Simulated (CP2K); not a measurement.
The system is PbO2.

```xyz
3
Lattice="3.8212 0.0000 0.0000 1.9106 3.3093 0.0000 1.9106 1.1031 3.1200" Properties=species:S:1:pos:R:3 pbc="T T T"
Pb    0.0000    0.0000    0.0000
O     5.7318    3.3093    2.3400
O     1.9106    1.1031    0.7800
```

The cell comes from a database or a generator and needn't be the stable form of this composition.

Base run:

- Program: CP2K 2026.2
- Functional: PBE
- Potentials or basis: POTENTIAL_UZH Pb GTH-PBE-q4, O GTH-PBE-q6; TZVP-MOLOPT-PBE-GTH basis
- Density cutoff: 8163 eV
- k mesh: 9 × 9 × 9
- Occupations: gaussian, width 0.02 eV
- Spin: no spin polarisation

Its results: band gap on the k mesh none (metal or under the smearing width); pressure 3.9 GPa.

Q: The run is repeated on the same cell with these changes: functional from PBE to RPBE; occupations from gaussian, width 0.02 eV to gaussian, width 0.05 eV. What comes out?

A: Band gap on the k mesh none (metal or under the smearing width); pressure 5.7 GPa.

Caveats: the basis of atomic orbitals isn't converged, which shifts pressures, moduli and gaps; the potentials were made for another functional, which shifts forces and pressure (some runs).
